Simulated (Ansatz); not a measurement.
# Cu (Fm-3m) in Ansatz: relaxation of cell and atoms with revPBE

Aim: the relaxation of cell and atoms of Cu with revPBE.

Program: Ansatz 0.2.0. These are calculated values, not measurements. Logs are shortened: lines on timing, memory, paths and dates and some standing lists are left out, and cuts for length are marked.

### 1 The structure

Symmetry: Fm-3m, No. 225, cubic system. Conventional cell: a = 3.615 Å, b = 3.615 Å, c = 3.615 Å, α = 90.00°, β = 90.00°, γ = 90.00°. Around Cu (site symmetry m-3m) lie 12 Cu at 2.56 Å.

### 2 Relaxation of cell and atoms, revPBE

input.yaml

```yaml
crystal:
  lattice:
    - [0.0, 1.8075, 1.8075]
    - [1.8075, 0.0, 1.8075]
    - [1.8075, 1.8075, 0.0]
  atoms:
    - { symbol: Cu, position: [0.0, 0.0, 0.0] }
kpoints:
  mp_grid: { grid: [13, 13, 13] }
scf:
  occupations: { method: fermi_dirac, width: 0.05 }
hamiltonian:
  xc: revpbe
  pseudopotentials: { kind: all_electron, lapw: { basis_error: 0.001 } }
output:
  forces: true
  stress: true
relax:
  f_tol: 0.02
  max_steps: 60
  cell: {}
```

Potentials or basis: all-electron LAPW, scalar-relativistic.

Command:

```bash
$ ansatz run input.yaml --threads 1 --pin off --max-ram 3072MiB --backend cpu --events-out ev --progress --plain --runs-dir out
```

Log:

```text
Warning: RAYON_NUM_THREADS=1 ignored (pool sized by the plan → 1); use --threads N
The last accepted step is kept in <dir> (removed where the run ends without a failure and the disk answers)
LAPW: plane waves up to 9.112 Å⁻¹, error target 1.0e-3 eV per atom; small_component_spin mean_spin; Cu in spheres of 1.240 Å, 19 of its electrons in bands, Dirac shells [] (how accurate: hamiltonian.pseudopotentials.lapw.basis_error, Limitations)
Engine: ansatz 0.2.0, aarch64-unknown-linux-gnu
Pseudopotentials: kind: all_electron
Pseudopotential: Cu, LAPW, valence charge 19, lapw/all_electron/scalar/gaussian/Cu, Koelling and Harmon's equation, gaussian nucleus
Functional definition: revPBE
  parameter kappa = 1.245
  parameter beta = 0.06672455060314922
  exchange = pbe_x(kappa = kappa, mu = beta*pi^2/3)
  correlation = pbe_c(beta = beta)
Crystal: 1 atoms, lattice volume = 11.810 Å³
Basis set: ecut = 316.36757632995426 eV, 169 PW (Γ), exchange–correlation at level 2
Bands: 14, of which v1, the nominal top of the filled ones, is band 10 counted from 1 (9 counted from 0)
Symmetry: 48 space group operations
Space group: Fm-3m (ITA 225), of the structure as read, at distance tolerance 2.3e-5 Å
k-points: 84 of 2197
Non-local potential: Cu, projectors of the file, none
Initial density: superposition of atomic densities (chi_scale 0.1, normalization cell)
Initial wavefunctions: plane waves of lowest kinetic energy (no species holds an atomic orbital)
Functional: x = revpbe(κ = 1.245, μ = 0.2195149727645171), c = pbe(β = 0.06672455060314922)
iter 1 solved again at ethr=9.05e-4 eV; its pass at ethr=1.00e-1 eV (dr2=1.72e-1 eV) is discarded
SCF iter   1: F=—  HF=-45038.851593 eV  |F-HF|=—  |Δ(HF+E_count)|=         —  Δρ=5.40e-2  dr2=1.72e-1  ethr=9.05e-4  ⟨swp⟩=2.3  Hψ=8225  notcnv=0
preconditioner: auto → none  [metal: Δε(μ)=0.111 eV  Ē_g=15.905 eV  σ=0.050 eV  W_gap=0.45  n_scr=0 (ndim 8)  ℏωp=35.8 eV  f_vac=0.000  D(μ)=0.34/eV (n_scr^D=0)]
SCF iter   2: F=—  HF=-45039.644208 eV  |F-HF|=—  |Δ(HF+E_count)|=   7.93e-1  Δρ=3.26e-2  dr2=6.39e-2  ethr=9.05e-4  ⟨swp⟩=3.0  Hψ=3942  notcnv=0
iter 3 solved again at ethr=1.11e-6 eV; its pass at ethr=3.36e-4 eV (dr2=2.11e-4 eV) is discarded
SCF iter   3: F=—  HF=-45038.069221 eV  |F-HF|=—  |Δ(HF+E_count)|=    1.57e0  Δρ=1.78e-3  dr2=2.10e-4  ethr=1.11e-6  ⟨swp⟩=2.7  Hψ=6116  notcnv=0
SCF iter   4: F=—  HF=-45037.996334 eV  |F-HF|=—  |Δ(HF+E_count)|=   7.29e-2  Δρ=5.48e-3  dr2=1.72e-3  ethr=1.11e-6  ⟨swp⟩=3.0  Hψ=3880  notcnv=0
SCF iter   5: F=—  HF=-45037.990142 eV  |F-HF|=—  |Δ(HF+E_count)|=   6.19e-3  Δρ=8.87e-4  dr2=4.26e-5  ethr=1.11e-6  ⟨swp⟩=3.0  Hψ=3428  notcnv=0
SCF iter   6: F=—  HF=-45037.990023 eV  |F-HF|=—  |Δ(HF+E_count)|=   1.20e-4  Δρ=1.95e-5  dr2=3.63e-8  ethr=2.24e-7  ⟨swp⟩=2.0  Hψ=3164  notcnv=0
SCF iter   7: F=-45037.990023 eV  HF=-45037.990023 eV  |F-HF|=3.52e-8  |Δ(HF+E_count)|=   1.15e-8  Δρ=4.47e-6  dr2=1.48e-9  ethr=1.91e-10  ⟨swp⟩=3.0  Hψ=3462  notcnv=0
SCF 1 converged in 7 iterations: F = -45037.990023 eV  dr2 = 1.48e-9
relax step   1: F+E_penalty+E_count = -45037.99002263 eV  Δ(F+E_penalty+E_count) = +0.000e0 eV  max|allowed force component| = 0.000e0 eV/Å  Δτ_max = 0.0000 Å  P = +5.206 GPa  Ω = 11.810 Å³  (7 SCF iters, accepted)
Crystal: 1 atoms, lattice volume = 12.023 Å³
Basis set: ecut = 312.6311193994721 eV, 169 PW (Γ), exchange–correlation at level 2
Initial density: handed on by an earlier stage of this run
Initial wavefunctions: those handed on with the density
iter 1 solved again at ethr=4.11e-8 eV; its pass at ethr=1.00e-1 eV (dr2=7.80e-6 eV) is discarded
SCF iter   1: F=—  HF=-45037.995142 eV  |F-HF|=—  |Δ(HF+E_count)|=         —  Δρ=2.68e-4  dr2=4.38e-6  ethr=4.11e-8  ⟨swp⟩=5.0  Hψ=7279  notcnv=0
preconditioner: auto → none  [insulator: Δε(μ)=0.199 eV  Ē_g=16.834 eV  σ=0.050 eV  W_gap=0.54  n_scr=0 (ndim 8)  ℏωp=35.5 eV  f_vac=0.000  D(μ)=0.32/eV (n_scr^D=0)  ε∞_Penn≈5.5]
iter 2 solved again at ethr=4.30e-11 eV; its pass at ethr=2.31e-8 eV (dr2=8.16e-9 eV) is discarded
SCF iter   2: F=—  HF=-45037.995144 eV  |F-HF|=—  |Δ(HF+E_count)|=   1.45e-6  Δρ=1.12e-5  dr2=8.20e-9  ethr=4.30e-11  ⟨swp⟩=2.9  Hψ=5656  notcnv=0
SCF iter   3: F=—  HF=-45037.995137 eV  |F-HF|=—  |Δ(HF+E_count)|=   6.47e-6  Δρ=1.02e-4  dr2=6.19e-7  ethr=4.30e-11  ⟨swp⟩=3.1  Hψ=3658  notcnv=0
SCF iter   4: F=—  HF=-45037.995137 eV  |F-HF|=—  |Δ(HF+E_count)|=   4.99e-7  Δρ=2.66e-5  dr2=4.03e-8  ethr=4.30e-11  ⟨swp⟩=3.0  Hψ=3635  notcnv=0
SCF iter   5: F=-45037.995137 eV  HF=-45037.995137 eV  |F-HF|=1.13e-9  |Δ(HF+E_count)|=   4.18e-9  Δρ=3.12e-6  dr2=5.31e-10  ethr=4.30e-11  ⟨swp⟩=2.4  Hψ=3197  notcnv=0
SCF 2 converged in 5 iterations: F = -45037.995137 eV  dr2 = 5.31e-10
relax step   2: F+E_penalty+E_count = -45037.99513674 eV  Δ(F+E_penalty+E_count) = -5.114e-3 eV  max|allowed force component| = 0.000e0 eV/Å  Δτ_max = 0.0000 Å  P = +2.557 GPa  Ω = 12.023 Å³  (5 SCF iters, accepted)
Crystal: 1 atoms, lattice volume = 12.235 Å³
Basis set: ecut = 309.0029321377449 eV, 169 PW (Γ), exchange–correlation at level 2
iter 1 solved again at ethr=4.19e-8 eV; its pass at ethr=1.00e-1 eV (dr2=7.96e-6 eV) is discarded
SCF iter   1: F=—  HF=-45037.996925 eV  |F-HF|=—  |Δ(HF+E_count)|=         —  Δρ=2.66e-4  dr2=4.41e-6  ethr=4.19e-8  ⟨swp⟩=5.0  Hψ=7270  notcnv=0
preconditioner: auto → none  [insulator: Δε(μ)=0.199 eV  Ē_g=16.630 eV  σ=0.050 eV  W_gap=0.54  n_scr=0 (ndim 8)  ℏωp=35.2 eV  f_vac=0.000  D(μ)=0.32/eV (n_scr^D=0)  ε∞_Penn≈5.5]
iter 2 solved again at ethr=1.20e-10 eV; its pass at ethr=2.32e-8 eV (dr2=2.27e-8 eV) is discarded
SCF iter   2: F=—  HF=-45037.996927 eV  |F-HF|=—  |Δ(HF+E_count)|=   2.47e-6  Δρ=1.68e-5  dr2=2.26e-8  ethr=1.20e-10  ⟨swp⟩=2.1  Hψ=5495  notcnv=0
SCF iter   3: F=—  HF=-45037.996920 eV  |F-HF|=—  |Δ(HF+E_count)|=   7.75e-6  Δρ=9.58e-5  dr2=5.57e-7  ethr=1.19e-10  ⟨swp⟩=3.0  Hψ=3640  notcnv=0
SCF iter   4: F=—  HF=-45037.996919 eV  |F-HF|=—  |Δ(HF+E_count)|=   8.28e-7  Δρ=2.55e-5  dr2=3.82e-8  ethr=1.19e-10  ⟨swp⟩=3.0  Hψ=3557  notcnv=0
SCF iter   5: F=-45037.996919 eV  HF=-45037.996919 eV  |F-HF|=2.93e-9  |Δ(HF+E_count)|=   2.58e-8  Δρ=3.08e-6  dr2=5.35e-10  ethr=1.19e-10  ⟨swp⟩=2.0  Hψ=3164  notcnv=0
SCF 3 converged in 5 iterations: F = -45037.996919 eV  dr2 = 5.35e-10
relax step   3: F+E_penalty+E_count = -45037.99691877 eV  Δ(F+E_penalty+E_count) = -1.782e-3 eV  max|allowed force component| = 0.000e0 eV/Å  Δτ_max = 0.0000 Å  P = +0.173 GPa  Ω = 12.235 Å³  (5 SCF iters, accepted)
Crystal: 1 atoms, lattice volume = 12.252 Å³
Basis set: ecut = 308.72318330902016 eV, 169 PW (Γ), exchange–correlation at level 2
iter 1 solved again at ethr=5.35e-10 eV; its pass at ethr=1.00e-1 eV (dr2=1.02e-7 eV) is discarded
SCF iter   1: F=—  HF=-45037.996928 eV  |F-HF|=—  |Δ(HF+E_count)|=         —  Δρ=2.38e-5  dr2=3.48e-8  ethr=5.35e-10  ⟨swp⟩=5.2  Hψ=7114  notcnv=0
preconditioner: auto → none  [insulator: Δε(μ)=0.199 eV  Ē_g=16.612 eV  σ=0.050 eV  W_gap=0.54  n_scr=0 (ndim 8)  ℏωp=35.2 eV  f_vac=0.000  D(μ)=0.32/eV (n_scr^D=0)  ε∞_Penn≈5.5]
iter 2 solved again at ethr=2.13e-12 eV; its pass at ethr=1.83e-10 eV (dr2=4.04e-10 eV) is discarded
SCF iter   2: F=—  HF=-45037.996928 eV  |F-HF|=—  |Δ(HF+E_count)|=   1.43e-8  Δρ=2.19e-6  dr2=4.02e-10  ethr=2.13e-12  ⟨swp⟩=2.0  Hψ=5498  notcnv=0
SCF iter   3: F=-45037.996928 eV  HF=-45037.996928 eV  |F-HF|=2.98e-8  |Δ(HF+E_count)|=   7.07e-8  Δρ=8.32e-6  dr2=4.14e-9  ethr=2.12e-12  ⟨swp⟩=3.0  Hψ=3640  notcnv=0
SCF 4 converged in 3 iterations: F = -45037.996928 eV  dr2 = 4.14e-9
relax step   4: F+E_penalty+E_count = -45037.99692755 eV  Δ(F+E_penalty+E_count) = -8.781e-6 eV  max|allowed force component| = 0.000e0 eV/Å  Δτ_max = 0.0000 Å  P = -0.003 GPa  Ω = 12.252 Å³  (3 SCF iters, accepted)
iter 1 solved again at ethr=2.18e-11 eV; its pass at ethr=1.00e-1 eV (dr2=4.14e-9 eV) is discarded
SCF iter   1: F=—  HF=-45037.996928 eV  |F-HF|=—  |Δ(HF+E_count)|=         —  Δρ=8.31e-6  dr2=4.14e-9  ethr=2.18e-11  ⟨swp⟩=3.0  Hψ=5885  notcnv=0
preconditioner: auto → none  [insulator: Δε(μ)=0.199 eV  Ē_g=16.611 eV  σ=0.050 eV  W_gap=0.54  n_scr=0 (ndim 8)  ℏωp=35.2 eV  f_vac=0.000  D(μ)=0.32/eV (n_scr^D=0)  ε∞_Penn≈5.5]
iter 2 solved again at ethr=1.00e-12 eV; its pass at ethr=2.18e-11 eV (dr2=1.47e-10 eV) is discarded
SCF iter   2: F=-45037.996928 eV  HF=-45037.996928 eV  |F-HF|=6.05e-8  |Δ(HF+E_count)|=   4.85e-9  Δρ=1.33e-6  dr2=1.47e-10  ethr=1.00e-12  ⟨swp⟩=2.0  Hψ=5523  notcnv=0
SCF 5 converged in 2 iterations: F = -45037.996928 eV  dr2 = 1.47e-10
relax step   5: F+E_penalty+E_count = -45037.99692805 eV  Δ(F+E_penalty+E_count) = -4.966e-7 eV  max|allowed force component| = 0.000e0 eV/Å  Δτ_max = 0.0000 Å  P = -0.005 GPa  Ω = 12.252 Å³  stress off target by 4.87e-3 GPa  SCF on the basis re-selected at this cell (its energy is not comparable with the rows above)  (2 SCF iters)
basis re-selected at this cell: Δ(F+E_penalty+E_count) = -4.966e-7 eV, ΔP = -0.002 GPa vs the last step (what re-selecting the basis moved, after the strain that the cell walked since its last selection, with what the two solves' SCF thresholds leave and, on support functions, any second-order correction that the steps lacked; it is no measure of the basis error at this ecutwfc). This SCF's stress stands 4.87e-3 GPa from its target on what of the cell is left free (relax.cell.stress_tol is 5.00e-2 GPa) and its largest allowed force component is 0.00e0 eV/Å (relax.f_tol is 2.00e-2 eV/Å): within both
SCF converged after 2 iterations
Free energy (F): -45037.996928 eV
Harris-Foulkes:  -45037.996928 eV  (|F-HF|=6.05e-8)
Internal energy: -45037.994174 eV  (E = F + TS)
E sigma→0 (E₀):  -45037.995551 eV
Entropy (-TS):   -0.002754 eV (-2.754 meV/atom)
Fermi energy:    16.117360 eV
--- Per-component energies (eV) ---
  E_band       = -373.609062
  E_kinetic    = 45812.065856
  E_xc         = -1844.294068
  E_electrostatic = -89005.765963  (all electrons and nuclei)
  E_smearing   = -0.002754  (= −TS)
  E_closure    = 0.000000  (closes the sum)
  E_atoms      = -45034.622721  (free atoms, spherical and without spin; not in F)
  Σ components = -45037.996928   (vs F -45037.996928, Δ=0.00e0)
  Basis errors (estimates in eV, not in F): energy 2.1e-4 per atom: plane waves 2.0e-4 (1.1e-4 summed), levels above the bands 1.3e-149, relativity 2.2e-8, radial functions 5.8e-6, core shells 2.2e-11; eigenvalues (radial functions only) 1.6e-6; not estimated: angular momenta, meshes, grids; target (lapw.basis_error) 1.0e-3; muffin-tin radii Cu 1.255 Å
--- Forces (eV/Å), atoms counted from 1 ---
  atom   1  Cu    -0.00000000     0.00000000     0.00000000
  max |Σ_I F_I| component: 2.26e-32 eV/Å
--- Stress (GPa, compression-positive) ---
       -0.004871       0.000000       0.000000
        0.000000      -0.004871       0.000000
        0.000000       0.000000      -0.004871
  P = ⅓ Tr σ = -0.0049 GPa (-0.049 kbar)
--- Relaxed structure (4 steps of the walk, 4 accepted, 1 SCFs on fresh bases) ---
  F+E_penalty+E_count = -45037.99692805 eV   max|allowed force component| = 0.000e0 eV/Å   (the final SCF, on the basis selected at the relaxed cell)
  cell:  # Å, volume = 12.2518 Å³
    - [-1.0509204883292167e-34, 1.8297412029688238, 1.8297412029688238]
    - [1.8297412029688238, -7.881903547940361e-35, 1.8297412029688238]
    - [1.8297412029688238, 1.8297412029688238, 1.886879955931648e-34]
  atoms:
    - { symbol: Cu, position: [0.0, 0.0, 0.0] }
```

Run time: 18 s. Hardware: 1 thread of Arm Neoverse V2, shared host; peak memory 0.28 GiB.

Results:

```
Free energy                            : -45037.9969 eV
Relaxed volume                         : 12.25 Å³/atom
Relaxed cell                           : a = 2.588 Å, b = 2.588 Å, c = 2.588 Å, α = 60.00°, β = 60.00°, γ = 60.00°
Space group after relaxing (to 0.05 Å) : Fm-3m (No. 225)
Energy gained by relaxing              : 6.9 meV/atom
Ionic steps                            : 5
Pressure after relaxing                : 0.0 GPa
```

The path:
```tsv
step	energy change (eV)	largest force (eV/Å)	volume (Å³)
1	0.0000	0.0000	11.81
2	-0.0051	0.0000	12.02
3	-0.0069	0.0000	12.24
4	-0.0069	0.0000	12.25
5	-0.0069	0.0000	12.25
```

Final structure:
```
CELL_PARAMETERS angstrom
0.00000 1.82974 1.82974
1.82974 0.00000 1.82974
1.82974 1.82974 0.00000
ATOMIC_POSITIONS crystal
Cu 0.00000 0.00000 0.00000
```

revPBE gives volumes clearly too large for solids. Zero-point motion and thermal expansion aren't in these numbers.
